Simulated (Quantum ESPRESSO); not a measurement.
Crystal: HfN.

```
Hf N
1.0
     0.00000    2.25600    2.25600
     2.25600    0.00000    2.25600
     2.25600    2.25600    0.00000
Hf N
1 1
Direct
  0.00000 0.00000 0.00000
  0.50000 0.50000 0.50000
```

| Quantity | Value |
| --- | --- |
| Program | Quantum ESPRESSO 7.5 |
| Task | phonon dispersion |
| Functional | LDA |
| Potentials or basis | GBRV 1.5 LDA |
| Cutoff | 612 eV |
| Density cutoff | 4898 eV |
| k mesh | 8 × 8 × 8 |
| Occupations | cold, width 0.2 eV |
| Spin | no spin polarisation |
| Form of the LDA correlation | PZ81 |
| Mixing beta | 0.5 |
| Most SCF iterations | 120 |
| SCF threshold | 4e-10 Ry |
| q mesh | 2 × 2 × 2 |

The cell and the atoms were relaxed first, to 11.14 Å³/atom (a = 3.159 Å, b = 3.159 Å, c = 3.159 Å, α = 60.00°, β = 60.00°, γ = 60.00°), and the response was taken there.

Q: Is this structure dynamically stable at this level, and how far does the spectrum reach?

A: Yes, as far as this q mesh shows: no mode on the path is imaginary. The highest frequency is 541 cm⁻¹.

Phonon frequencies at the corners of the path (cm⁻¹, interpolated; i marks imaginary ones):
```
point              frequencies
    Γ        0 0 0 523 523 523
    X  150 150 166 511 541 541
    W  142 142 155 525 525 534
    K  143 145 150 518 526 539
    L   95 122 122 490 531 531
    U  143 145 150 518 526 539
```

Harmonic thermodynamics per atom at this volume (zero-point energy 60.0 meV, Debye temperature from the second moment 707 K):
| T (K) | free energy (meV) | entropy (k_B) | heat capacity Cv (k_B) |
| --- | --- | --- | --- |
| 50 | 59.7 | 0.26 | 0.60 |
| 100 | 57.2 | 0.90 | 1.21 |
| 200 | 44.7 | 1.96 | 1.92 |
| 298.15 | 24.4 | 2.82 | 2.36 |
| 500 | -36.9 | 4.15 | 2.73 |
| 800 | -162.4 | 5.47 | 2.89 |

Phonon states per cell in windows of 25 cm⁻¹ (negative: imaginary):
```
from (cm⁻¹)  total    Hf     N
          0   0.00  0.00  0.00
         25   0.04  0.04  0.00
         50   0.14  0.14  0.01
         75   0.35  0.34  0.01
        100   0.76  0.75  0.01
        125   1.44  1.43  0.01
        150   0.26  0.25  0.00
        175   0.00  0.00  0.00
        200   0.00  0.00  0.00
        225   0.00  0.00  0.00
        250   0.00  0.00  0.00
        275   0.00  0.00  0.00
        300   0.00  0.00  0.00
        325   0.00  0.00  0.00
        350   0.00  0.00  0.00
        375   0.00  0.00  0.00
        400   0.00  0.00  0.00
        425   0.00  0.00  0.00
        450   0.00  0.00  0.00
        475   0.08  0.00  0.08
        500   0.96  0.01  0.94
        525   1.93  0.04  1.90
```

A q mesh this small can miss soft modes between its points.

Caveat: the mesh is thin for the phonons of a metal; the q mesh is small, so phonon branches between its points and thermal values are rough.
